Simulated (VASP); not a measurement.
# GaAs (F-43m) in VASP: further runs, part 2 of 2

VASP 6.6.1. Earlier steps stand in the parts before.

## Step 3: Born charges and dielectric tensor, PBE

Input file INCAR:

```
SYSTEM = GaAs
ALGO = Normal
EDIFF = 1E-8
ENCUT = 520
GGA = PE
IBRION = 8
ISIF = 2
ISMEAR = 0
LASPH = .True.
LCHARG = .False.
LEPSILON = .True.
LREAL = .False.
LWAVE = .False.
NELM = 60
NSW = 1
PREC = Accurate
SIGMA = 0.02
```

Input file KPOINTS:

```
k-points
0
Gamma
  4 4 4
  0 0 0
```

Input file POSCAR:

```
GaAs                                    
1.0
   -0.0000000000      2.8778998863      2.8778998863
    2.8778998863     -0.0000000000      2.8778998863
    2.8778998863      2.8778998863     -0.0000000000
  Ga              As            
     1     1
Direct
     0.0000000000000000    0.0000000000000000    0.0000000000000000
     0.2500000000000000    0.2500000000000000    0.2500000000000000
```

Potentials or basis: VASP PAW PBE potentials, release 64 (Ga_d, As).

Command:

```
> cat potpaw_PBE.64/Ga_d/POTCAR potpaw_PBE.64/As/POTCAR > POTCAR
> mpirun -np 1 vasp_std > vasp.out
```

OUTCAR:

```text
SYSTEM = GaAs
   EDIFF = 1E-8
   ENCUT = 520
   GGA = PE
   IBRION = 8
   ISIF = 2
   ISMEAR = 0
   LASPH = .True.
   LEPSILON = .True.
   LREAL = .False.
   NELM = 60
   NSW = 1
   PREC = Accurate

 ion  position               nearest neighbor table
   1  0.000  0.000  0.000-   2 2.49   2 2.49   2 2.49   2 2.49
   2  0.250  0.250  0.250-   1 2.49   1 2.49   1 2.49   1 2.49
[... 441 lines left out ...]
      0.000000  0.000000  0.000000    -0.718946    0.000000    0.000000
      1.438950  1.438950  1.438950     0.695066    0.000000    0.000000
[... 21 lines left out ...]
   6 f/i=    0.008262 THz     0.051915 2PiTHz    0.275606 cm-1     0.034171 meV
             X         Y         Z           dx          dy          dz
      0.000000  0.000000  0.000000     0.000000    0.487410    0.495528
      1.438950  1.438950  1.438950     0.000000    0.504156    0.512553

--------------------------------------------------------------------------------------------------------

 MACROSCOPIC STATIC DIELECTRIC TENSOR IONIC CONTRIBUTION
 ------------------------------------------------------
          84.443974     0.000000     0.000000
           0.000000    84.443974     0.000000
           0.000000     0.000000    84.443974
 ------------------------------------------------------

 ELASTIC MODULI CONTR FROM IONIC RELAXATION (kBar)
 Direction    XX          YY          ZZ          XY          YZ          ZX
 --------------------------------------------------------------------------------
 XX          -0.0000     -0.0000     -0.0000     -0.0000     -0.0000     -0.0000
 YY          -0.0000     -0.0000     -0.0000     -0.0000     -0.0000      0.0000
 ZZ          -0.0000     -0.0000     -0.0000     -0.0000     -0.0000     -0.0000
 XY          -0.0000     -0.0000     -0.0000   -105.4049     -0.0000     -0.0000
 YZ          -0.0000     -0.0000     -0.0000     -0.0000   -105.4049     -0.0000
 ZX          -0.0000      0.0000     -0.0000     -0.0000     -0.0000   -105.4049
 --------------------------------------------------------------------------------

 PIEZOELECTRIC TENSOR IONIC CONTR  for field in x, y, z        (C/m^2)
          XX          YY          ZZ          XY          YZ          ZX
  --------------------------------------------------------------------------------
  x     0.00000     0.00000     0.00000     0.00000     2.80729    -0.00000
  y     0.00000    -0.00000     0.00000     0.00000     0.00000     2.80729
  z     0.00000     0.00000     0.00000     2.80729    -0.00000     0.00000
```

OSZICAR:

```text
N       E                     dE             d eps       ncg     rms          rms(c)
DAV:   1     0.800502947930E+02    0.80050E+02   -0.91421E+03   208   0.187E+03
DAV:   2    -0.185902897755E+01   -0.81909E+02   -0.79053E+02   218   0.315E+02
DAV:   3    -0.815463730452E+01   -0.62956E+01   -0.62559E+01   258   0.740E+01
[... 12 lines left out ...]
RMM:   6    -0.441820823679E-01    0.72906E-05   -0.30030E-06   857   0.669E-03    0.391E-04
RMM:   7    -0.441806888915E-01    0.13935E-05   -0.28222E-07   893   0.221E-03    0.135E-04
RMM:   8    -0.441806498529E-01    0.39039E-07   -0.13828E-07   874   0.919E-04    0.671E-05
RMM:   9    -0.441807362135E-01   -0.86361E-07    0.84573E-08   856   0.343E-04    0.140E-05
RMM:  10    -0.441806680718E-01    0.68142E-07    0.13043E-08   904   0.124E-04    0.374E-06
RMM:  11    -0.441806657770E-01    0.22948E-08   -0.11779E-08   920   0.408E-05    0.189E-06
 Linear response finished
```

Wall time 3.8 min (1 thread of Intel Xeon Platinum 8259CL at 2.50GHz (Skylake/Cascade Lake), shared host); peak memory 0.2 GiB.

What came out:

* Band gap on the k mesh: 0.11 eV, direct
* Electronic dielectric tensor (diagonal): 9596.35
* Born charges (mean of the diagonal): Ga +13.76; As -13.76 e
* Highest phonon frequency at Γ, LO-TO splitting left out: 253 cm⁻¹

Levels at points of the mesh, in eV from the valence-band top:
| k point | band 7 | band 8 | band 9 | band 10 | band 11 | band 12 |
| --- | --- | --- | --- | --- | --- | --- |
| (0.00, 0.00, 0.00) | 0.00 | 0.00 | 0.00 | 0.11 | 3.68 | 3.68 |
| (0.50, 0.00, 0.00) | -6.38 | -1.07 | -1.07 | 0.83 | 4.58 | 4.58 |
| (0.50, 0.50, 0.00) | -6.61 | -2.51 | -2.51 | 1.53 | 1.66 | 9.72 |

Phonon frequencies in cm⁻¹ (negative: imaginary):
```tsv
q point	frequencies
(0.000, 0.000, 0.000)	0 0 0 253 253 253
```

Electronic dielectric tensor:
```
9596.35    0.00    0.00
   0.00 9596.35    0.00
   0.00    0.00 9596.35
```

Born effective charge tensors (e):
atom 1, Ga
```
13.76  0.00  0.00
 0.00 13.76  0.00
 0.00  0.00 13.76
```
atom 2, As
```
-13.76   0.00   0.00
  0.00 -13.76   0.00
  0.00   0.00 -13.76
```

Caveat: the k mesh is coarse (spacing up to 0.47 Å⁻¹), so the values aren't converged; the gap is small at this level, which inflates the dielectric constant. PBE gaps usually lie below the measured ones, often by a third to a half.
